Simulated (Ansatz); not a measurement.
# HfSiO4: the cost of one run

Program: Ansatz 0.2.0. PAW datasets, plane waves. These are computed values for a spin-unpolarised cell that may be hypothetical; none is a measurement.

## Step 1: The cell

The cell was relaxed beforehand with r2SCAN.

The symmetry is Pc (No. 7, monoclinic); conventional cell a = 4.658 Å, b = 4.856 Å, c = 5.210 Å, β = 96.3°, 9.76 Å³ an atom. Near Hf stand 7 O at 2.06–2.21 Å; near Si stand 4 O at 1.68–1.76 Å; near O stand 1 Si at 1.69 Å and 2 Hf at 2.06–2.20 Å; near O stand 1 Si at 1.76 Å and 2 Hf at 2.10–2.21 Å; near O stand 1 Si at 1.68 Å and 2 Hf at 2.07–2.18 Å.

As a file:

```cif
data_structure
_symmetry_space_group_name_H-M 'P 1'
_symmetry_Int_Tables_number 1
_cell_length_a 4.6575
_cell_length_b 4.8555
_cell_length_c 5.2100
_cell_angle_alpha 90.000
_cell_angle_beta 96.326
_cell_angle_gamma 90.000
_cell_volume 117.10
loop_
_atom_site_label
_atom_site_type_symbol
_atom_site_fract_x
_atom_site_fract_y
_atom_site_fract_z
_atom_site_occupancy
Hf1 Hf 0.28709 0.21850 0.72583 1
Si1 Si 0.76096 0.70738 0.79929 1
Si2 Si 0.76096 0.29262 0.29929 1
Hf2 Hf 0.28709 0.78150 0.22583 1
O1 O 0.45330 0.57662 0.89579 1
O2 O 0.55201 0.92074 0.57896 1
O3 O 0.55201 0.07926 0.07896 1
O4 O 0.45330 0.42338 0.39579 1
O5 O 0.02574 0.06483 0.38364 1
O6 O 0.92089 0.52323 0.11649 1
O7 O 0.92089 0.47677 0.61649 1
O8 O 0.02574 0.93517 0.88364 1
```

## Step 2: PBE bands along the symmetry lines

The input, input.yaml:

```yaml
crystal:
  lattice:
    - [4.656321174, 0.0, 0.1061079922]
    - [0.0, 4.8555151531, 0.0]
    - [-0.6918792866, 0.0, 5.1638224653]
  atoms:
    - { symbol: Hf, position: [0.2870940542, 0.2184963093, 0.7258267317] }
    - { symbol: Si, position: [0.7609563764, 0.7073758787, 0.7992927985] }
    - { symbol: Si, position: [0.7609563764, 0.2926241213, 0.2992927985] }
    - { symbol: Hf, position: [0.2870940542, 0.7815036907, 0.2258267317] }
    - { symbol: O, position: [0.4533029345, 0.5766163213, 0.8957896885] }
    - { symbol: O, position: [0.5520127818, 0.9207391367, 0.578963039] }
    - { symbol: O, position: [0.5520127818, 0.0792608633, 0.078963039] }
    - { symbol: O, position: [0.4533029345, 0.4233836787, 0.3957896885] }
    - { symbol: O, position: [0.0257436334, 0.0648295663, 0.3836410706] }
    - { symbol: O, position: [0.9208902196, 0.5232260599, 0.1164866718] }
    - { symbol: O, position: [0.9208902196, 0.4767739401, 0.6164866718] }
    - { symbol: O, position: [0.0257436334, 0.9351704337, 0.8836410706] }
kpoints:
  mp_grid: { grid: [6, 6, 6] }
  band_path:
    path:
      - [0.0, 0.0, 0.0]
      - [2.718452841094e-35, 0.5, 2.280660712397e-18]
      - [-3.542873358586e-18, 0.5, 0.5]
      - [-3.542873358586e-18, -3.086906916561e-34, 0.5]
      - [0.0, 0.0, 0.0]
      - [-0.5, 2.82334222347e-19, 0.5]
      - [-0.5, 0.5, 0.5]
      - [2.718452841094e-35, 0.5, 2.280660712397e-18]
      - [-0.5, 0.5, -7.239939735065e-18]
      - [-0.5, 2.82334222347e-19, -1.607481385024e-17]
      - [0.0, 0.0, 0.0]
    npoints: 10
hamiltonian:
  xc: pbe
scf:
  occupations: { method: fermi_dirac, width: 0.02 }
  n_extra_bands: 7
output:
  forces: true
  stress: true
  eigenvalues: true
```

**Question.** How long does this run take on 1 × NVIDIA H100 80GB HBM3 with 2 threads of AMD EPYC 7R13 (Zen 3), shared host, and how much memory does it need?

About 17 s, with a peak of 1.2 GiB on the host.
